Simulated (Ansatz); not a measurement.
**How much do the gradients of BN depend on the method?**

Cell: a computed structure from the Materials Project (it need not be an observed phase), whose atoms a relaxation with PBE at fixed cell left in place.

```yaml
crystal:
  lattice:
    - [0.00000, 3.49532, 2.16609]
    - [1.25163, 0.00000, 2.16609]
    - [1.25163, 3.49532, 0.00000]
  atoms:
    - { symbol: B, position: [0.00005, 0.00005, 0.99995] }
    - { symbol: N, position: [0.66665, 0.66665, 0.33335] }
```

Sites (sets of like atoms) are named by element and the number of their first atom in this list.

First run. Method: Kohn–Sham DFT in Ansatz, PBE, plane waves and PAW, scalar-relativistic, 420 eV cutoff, Γ-centred 16×16×16 k-points, Fermi–Dirac smearing 0.01 eV.

| site | atom | V_zz (10²¹ V/m²) | η |
| --- | --- | --- | --- |
| B | 1 | 2.80 | 0.00 |
| N | 2 | -0.22 | 0.03 |

Second run. The same atoms and settings, except that the functional is r2SCAN and the cutoff is 500 eV.

(1) Given the first result, estimate the second.

## Answers

(1) 

```
site  atom   V_zz     η  change of V_zz
   B     1   2.93  0.00           +0.13
   N     2  -0.26  0.01           -0.04
```

The largest change of V_zz is on B, from 2.80 to 2.93. In per cent, |V_zz| changes by +5 on B (all sites that start above 0.5).
